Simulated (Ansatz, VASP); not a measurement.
Au: VASP and Ansatz over several settings

```
Au
1.0
     0.00000    2.04848    2.04848
     2.04848    0.00000    2.04848
     2.04848    2.04848    0.00000
Au
1
Direct
  0.00000 0.00000 0.00000
```

Change from the starting cell: volume scaled by 1.02.

Single points on this cell with VASP 6.6.1 and Ansatz 0.2.0. Each row is one pair of runs. Alike in all rows: spin: off; k mesh: 11 × 11 × 11; smearing: fermi-dirac, width 0.05 eV; VASP's potentials, cutoff: VASP PAW PBE potentials, release 64 (Au), 520 eV.

| level | Ansatz's potentials, cutoff | gap on the k mesh at the Fermi level (eV), VASP | gap on the k mesh at the Fermi level (eV), Ansatz | pressure (GPa), VASP | pressure (GPa), Ansatz |
| --- | --- | --- | --- | --- | --- |
| PBE | Ansatz NC, 1034 eV | none | none | 6.7 | 7.1 |
| PBE | Ansatz PAW large core, 420 eV | none | none | 6.7 | 6.9 |
| PBE | Ansatz PAW, 420 eV | none | none | 6.7 | 7.0 |
| PBEsol | Ansatz PAW, 420 eV | none | none | -2.1 | -1.8 |

Pressure (GPa): the two programs differ by at most 0.36.

A gap of «none» marks a metal or a gap that the smearing closes.

Caveats: the PAW data sets were made with another functional, which shifts forces and pressure a little (VASP); this set keeps more shells in the core, which shifts pressures and gaps (Ansatz); the PAW data sets come from PBE, with cores solved anew for the run's functional, which leaves a small shift of forces and pressure (Ansatz).
